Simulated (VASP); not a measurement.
Input and output of a VASP PBE single-point calculation on C (strained diamond)

INCAR

```
ENCUT = 520
NELM = 120
LREAL = .FALSE.
NSW = 0
NBANDS = 11
ISIF = 2
LASPH = .TRUE.
PREC = Accurate
ISMEAR = -1
SIGMA = 0.02
IBRION = -1
EDIFF = 1E-7
LCHARG = .FALSE.
LWAVE = .FALSE.
GGA = PE
```

KPOINTS

```
KPOINTS created by Atomic Simulation Environment
0
Gamma
12 12 12
0 0 0
```

KPOINTS_OPT

```
special points
7
Reciprocal
0.0000000000 0.0000000000 0.0000000000 1
0.5000000000 0.0000000000 0.5000000000 1
0.6250000000 0.2500000000 0.6250000000 1
0.3750000000 0.3750000000 0.7500000000 1
0.5000000000 0.5000000000 0.5000000000 1
0.5000000000 0.2500000000 0.7500000000 1
0.3500000000 0.0000000000 0.3500000000 1
```

POSCAR

```
C
 1.0000000000000000
     0.0000000000000000    1.7089191776999999    1.7089191776999999
     1.7089191776999999    0.0000000000000000    1.7089191776999999
     1.7089191776999999    1.7089191776999999    0.0000000000000000
 C
   2
Cartesian
  0.0000000000000000  0.0000000000000000  0.0000000000000000
  0.8544595888500000  0.8544595888500000  0.8544595888500000
```

VASP ran with the recommended PBE PAW datasets (8 valence electrons in the cell).

OSZICAR

```
N       E                     dE             d eps       ncg     rms          rms(c)
DAV:   1     0.117910634638E+01    0.11791E+01   -0.50226E+03  1651   0.736E+02
DAV:   2    -0.184758502820E+02   -0.19655E+02   -0.19047E+02  2039   0.129E+02
DAV:   3    -0.188012587930E+02   -0.32541E+00   -0.32474E+00  1872   0.127E+01
DAV:   4    -0.188016777955E+02   -0.41900E-03   -0.41899E-03  1698   0.581E-01
DAV:   5    -0.188016781873E+02   -0.39180E-06   -0.39182E-06  1829   0.166E-02    0.654E+00
DAV:   6    -0.181148272659E+02    0.68685E+00   -0.35943E-01  1623   0.434E+00    0.393E+00
DAV:   7    -0.178845014279E+02    0.23033E+00   -0.42463E-01  1713   0.477E+00    0.982E-01
DAV:   8    -0.178866702390E+02   -0.21688E-02   -0.10890E-02  1692   0.813E-01    0.484E-02
DAV:   9    -0.178866981233E+02   -0.27884E-04   -0.63112E-05  1871   0.639E-02    0.273E-02
DAV:  10    -0.178867185139E+02   -0.20391E-04   -0.13366E-05  1730   0.337E-02    0.532E-03
DAV:  11    -0.178867186577E+02   -0.14374E-06   -0.23430E-07  1944   0.461E-03    0.498E-04
DAV:  12    -0.178867186214E+02    0.36251E-07   -0.12555E-08   951   0.116E-03
   1 F= -.17886719E+02 E0= -.17886719E+02  d E =-.118530E-10
       N       E                     dE             ncg
DAV:   1     0.100393489203E+04   -0.25912E+04      162
DAV:   2     0.876311028499E+03   -0.12762E+03      205
DAV:   3     0.871343514577E+03   -0.49675E+01      186
DAV:   4     0.871329816444E+03   -0.13698E-01      169
DAV:   5     0.871329808849E+03   -0.75946E-05      178
DAV:   6     0.871329808842E+03   -0.65336E-08      169
```

From OUTCAR

```
k-points           NKPTS =     72   k-points in BZ     NKDIM =     72   number of bands    NBANDS=     11

   NELECT =       8.0000    total number of electrons

   dimension x,y,z NGX =    18 NGY =   18 NGZ =   18
   dimension x,y,z NGXF=    36 NGYF=   36 NGZF=   36

  energy-cutoff  :      520.00
  volume of cell :        9.98
      direct lattice vectors                 reciprocal lattice vectors
     0.000000000  1.708919178  1.708919178    -0.292582591  0.292582591  0.292582591
     1.708919178  0.000000000  1.708919178     0.292582591 -0.292582591  0.292582591
     1.708919178  1.708919178  0.000000000     0.292582591  0.292582591 -0.292582591

 k-points in reciprocal lattice and weights: KPOINTS created by Atomic Simulation Env
   0.00000000  0.00000000  0.00000000       0.001
   0.08333333  0.00000000  0.00000000       0.005
   0.16666667  0.00000000  0.00000000       0.005
   0.25000000  0.00000000  0.00000000       0.005
   0.33333333  0.00000000  0.00000000       0.005
   0.41666667  0.00000000  0.00000000       0.005
   0.50000000  0.00000000  0.00000000       0.002
   0.08333333  0.08333333  0.00000000       0.003
   ...

 E-fermi :  12.0426

 k-point     1 :       0.0000    0.0000    0.0000
  band No.  band energies     occupation
      1     -11.6044      2.00000
      2      11.6714      2.00000
      3      11.6714      2.00000
      4      11.6714      2.00000
      5      17.6152      0.00000
      6      17.6152      0.00000
      7      17.6152      0.00000
      8      28.0549      0.00000
      9      32.6950      0.00000
     10      39.6635      0.00000
     11      39.6635      0.00000

 k-point     2 :       0.0833    0.0000    0.0000
  band No.  band energies     occupation
      1     -11.3947      2.00000
      2      10.3076      2.00000
      3      11.2995      2.00000
      4      11.2995      2.00000
      5      18.1026      0.00000
      6      18.1026      0.00000
      7      18.4931      0.00000
      8      28.1073      0.00000
      9      33.0273      0.00000
     10      37.2893      0.00000
     11      37.2893      0.00000

 k-point     3 :       0.1667    0.0000    0.0000
  band No.  band energies     occupation
      1     -10.7683      2.00000
      2       7.5316      2.00000
      3      10.5036      2.00000
      4      10.5036      2.00000
      5      19.1418      0.00000
      6      19.1418      0.00000
      7      19.9091      0.00000
      8      28.2482      0.00000
      9      33.7189      0.00000
     10      35.5403      0.00000
     11      35.5403      0.00000

 k-point     4 :       0.2500    0.0000    0.0000
  band No.  band energies     occupation
      1      -9.7315      2.00000
      2       4.4362      2.00000
      3       9.6937      2.00000
      4       9.6937      2.00000
      5      20.0727      0.00000
      6      20.0727      0.00000
      7      21.0279      0.00000
      8      28.4169      0.00000
      9      34.2135      0.00000
     10      35.1401      0.00000
     11      35.1401      0.00000

 k-point     5 :       0.3333    0.0000    0.0000
  band No.  band energies     occupation
      1      -8.3011      2.00000
      2       1.3972      2.00000
      3       9.0561      2.00000
      4       9.0561      2.00000
      5      20.5496      0.00000
      6      20.5496      0.00000
      7      21.7703      0.00000
      8      28.5197      0.00000
      9      34.5904      0.00000
     10      36.1838      0.00000
     11      36.1838      0.00000

 k-point     6 :       0.4167    0.0000    0.0000
  band No.  band energies     occupation
      1      -6.5294      2.00000
      2      -1.3837      2.00000
      3       8.6589      2.00000
      4       8.6589      2.00000
      5      20.6622      0.00000
      6      20.6622      0.00000
      7      22.1905      0.00000
      8      28.5299      0.00000
      9      35.1527      0.00000
     10      38.1812      0.00000
     11      38.1812      0.00000

 k-point     7 :       0.5000    0.0000    0.0000
  band No.  band energies     occupation
      1      -5.0521      2.00000
      2      -3.2038      2.00000
      3       8.5248      2.00000
      4       8.5248      2.00000
      5      20.6629      0.00000
      6      20.6629      0.00000
      7      22.3267      0.00000
      8      28.5154      0.00000
      9      35.5353      0.00000
     10      38.4701      0.00000
     11      39.4939      0.00000

 k-point     8 :       0.0833    0.0833    0.0000
  band No.  band energies     occupation
      1     -11.3250      2.00000
      2      10.6140      2.00000
      3      10.6140      2.00000
      4      11.0594      2.00000
      5      17.4185      0.00000
      6      18.9265      0.00000
      7      18.9265      0.00000
      8      27.9559      0.00000
      9      33.1564      0.00000
     10      35.2735      0.00000
     11      40.0178      0.00000

 k-point     9 :       0.1667    0.0833    0.0000
  band No.  band energies     occupation
      1     -10.8376      2.00000
      2       8.4734      2.00000
      3       9.7026      2.00000
      4      10.6657      2.00000
      5      17.7666      0.00000
      6      20.1456      0.00000
      7      20.2455      0.00000
      8      27.5755      0.00000
      9      33.7832      0.00000
     10      33.9599      0.00000
     11      38.3846      0.00000

 k-point    10 :       0.2500    0.0833    0.0000
  band No.  band energies     occupation
      1      -9.9379      2.00000
      2       5.5389      2.00000
      3       8.8965      2.00000
      4       9.9173      2.00000
      5      18.7202      0.00000
      6      21.1872      0.00000
      7      21.4220      0.00000
      8      27.2325      0.00000
      9      33.8719      0.00000
     10      34.3608      0.00000
     11      37.4891      0.00000

 k-point    11 :       0.3333    0.0833    0.0000
  band No.  band energies     occupation
      1      -8.6382      2.00000
      2       2.5121      2.00000
      3       8.3376      2.00000
      4       9.0778      2.00000
      5      19.5438      0.00000
      6      21.6873      0.00000
      7      22.2309      0.00000
      8      27.4003      0.00000
      9      34.2865      0.00000
     10      35.0443      0.00000
     11      37.9777      0.00000

 k-point    12 :       0.4167    0.0833    0.0000
  band No.  band energies     occupation
      1      -6.9727      2.00000
      2      -0.3466      2.00000
      3       8.0769      2.00000
      4       8.3552      2.00000
      5      19.9823      0.00000
      6      21.6683      0.00000
      7      22.7191      0.00000
      8      28.0323      0.00000
      9      34.3869      0.00000
     10      36.7327      0.00000
     11      39.3555      0.00000

 k-point    13 :       0.5000    0.0833    0.0000
  band No.  band energies     occupation
      1      -5.1665      2.00000
      2      -2.7112      2.00000
      3       7.8454      2.00000
      4       8.1225      2.00000
      5      20.2642      0.00000
      6      21.4016      0.00000
      7      22.9251      0.00000
      8      28.5615      0.00000
      9      34.6091      0.00000
     10      38.3975      0.00000
     11      39.5232      0.00000

 k-point    14 :      -0.4167    0.0833    0.0000
  band No.  band energies     occupation
      1      -5.7319      2.00000
      2      -2.0318      2.00000
      3       7.5995      2.00000
      4       8.4585      2.00000
      5      20.5965      0.00000
      6      21.0775      0.00000
      7      22.8537      0.00000
      8      28.6377      0.00000
      9      34.6327      0.00000
     10      37.4842      0.00000
     11      38.6817      0.00000

 k-point    15 :      -0.3333    0.0833    0.0000
  band No.  band energies     occupation
      1      -7.5646      2.00000
      2       0.5807      2.00000
      3       7.6476      2.00000
      4       9.0497      2.00000
      5      20.6761      0.00000
      6      20.9453      0.00000
      7      22.4816      0.00000
      8      28.3039      0.00000
      9      34.5042      0.00000
     10      35.0275      0.00000
     11      38.3599      0.00000

 k-point    16 :      -0.2500    0.0833    0.0000
  band No.  band energies     occupation
      1      -9.1148      2.00000
      2       3.5216      2.00000
      3       8.0012      2.00000
      4       9.8329      2.00000
      5      20.0195      0.00000
      6      21.0341      0.00000
      7      21.7554      0.00000
      8      27.9228      0.00000
      9      33.5571      0.00000
     10      34.4364      0.00000
     11      37.2298      0.00000

 ...

  Total        4.6090702      4.6090702      4.6090702      0.0000000      0.0000000      0.0000000
  in kB      739.8255798    739.8255798    739.8255798      0.0000000      0.0000000      0.0000000
  external PRESSURE =     739.8255798 kB  Pullay stress =       0.0000000 kB

 POSITION                                       TOTAL-FORCE (eV/Angst)
 -----------------------------------------------------------------------------------
      0.00000      0.00000      0.00000         0.000000      0.000000      0.000000
      0.85446      0.85446      0.85446        -0.000000     -0.000000     -0.000000
 -----------------------------------------------------------------------------------
    total drift:                               -0.000000     -0.000000     -0.000000

  FREE ENERGIE OF THE ION-ELECTRON SYSTEM (eV)
  ---------------------------------------------------
  free  energy   TOTEN  =       -17.8867186214 eV

  energy  without entropy=      -17.8867186214  energy(sigma->0) =      -17.88671862
```

```yaml
gap_between_bands_v_and_c: 4.43 eV
least_direct_gap: 5.94 eV
pressure: 74.0 GPa
```

Band v is the last that the valence electrons fill when counted band by band, and c is the next.
